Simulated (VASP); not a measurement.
Write the native input for VASP 6.6.1 that does the following.

- Task: relaxation of cell and atoms
- Functional: RPBE
- Dispersion: D3
- Potentials or basis: VASP PAW PBE potentials, release 64 (Zn, S)
- Cutoff: 600 eV
- k mesh: 8 × 8 × 3
- Occupations: fermi-dirac, width 0.05 eV
- Spin: no spin polarisation
- Further INCAR settings: ALGO = Normal; EDIFF = 1e-06; IBRION = 2; EDIFFG = -0.01; NSW = 40; ISIF = 3

The structure of ZnS (Wurtzite-4H) lies in POSCAR:

```
ZnS
1.0
    3.8227000000      0.0000000000      0.0000000000
   -1.9113500000      3.3105553110      0.0000000000
    0.0000000000      0.0000000000     12.5200000000
Zn S
4 4
Direct
    0.6666666667      0.3333333333      0.7500000000
    0.3333333333      0.6666666667      0.2500000000
    0.0000000000      0.0000000000      0.5000000000
    0.0000000000      0.0000000000      0.0000000000
    0.6666666667      0.3333333333      0.9375000000
    0.3333333333      0.6666666667      0.4375000000
    0.0000000000      0.0000000000      0.6875000000
    0.0000000000      0.0000000000      0.1875000000
```

These files were run (other wordings do the same):

INCAR

```
  ALGO = Normal
  EDIFF = 1E-6
  EDIFFG = -0.01
  ENCUT = 600
  GGA = RP
  IBRION = 2
  ISIF = 3
  ISMEAR = -1
  IVDW = 11
  LASPH = T
  LCHARG = F
  LREAL = F
  LWAVE = F
  NELM = 80
  NSW = 40
  PREC = Accurate
  SIGMA = 0.05
```

KPOINTS

```
k-points
0
Gamma
  8 8 3
```

Potentials or basis: VASP PAW PBE potentials, release 64 (Zn, S).

Run with:

```console
$ cat potpaw_PBE.64/Zn/POTCAR potpaw_PBE.64/S/POTCAR > POTCAR
$ mpirun -np 1 vasp_std > vasp.out
```

Results of the run:

The relaxed volume is 19.62 Å³/atom and the relaxed cell is a = 3.812 Å, b = 3.812 Å, c = 12.471 Å, α = 90.00°, β = 90.00°, γ = 120.00°. The space group after relaxing (to 0.05 Å) is P6_3mc (No. 186). The energy gained by relaxing is 0.4 meV/atom and the ionic steps are 7. The pressure after relaxing is 0.0 GPa, the largest force after relaxing is 0.004 eV/Å and the band gap on the k mesh is 2.34 eV, direct. The dispersion energy per atom is -0.402 eV.

Caveat: the PAW data sets were made with another functional, which shifts forces and pressure a little; an odd mesh through Γ misses points on the zone boundary, where band edges often lie.

Wall time 5.4 min on 1 thread of Intel(R) Xeon(R) 6975P-C (Granite Rapids) (shared host), peak memory 0.39 GiB.
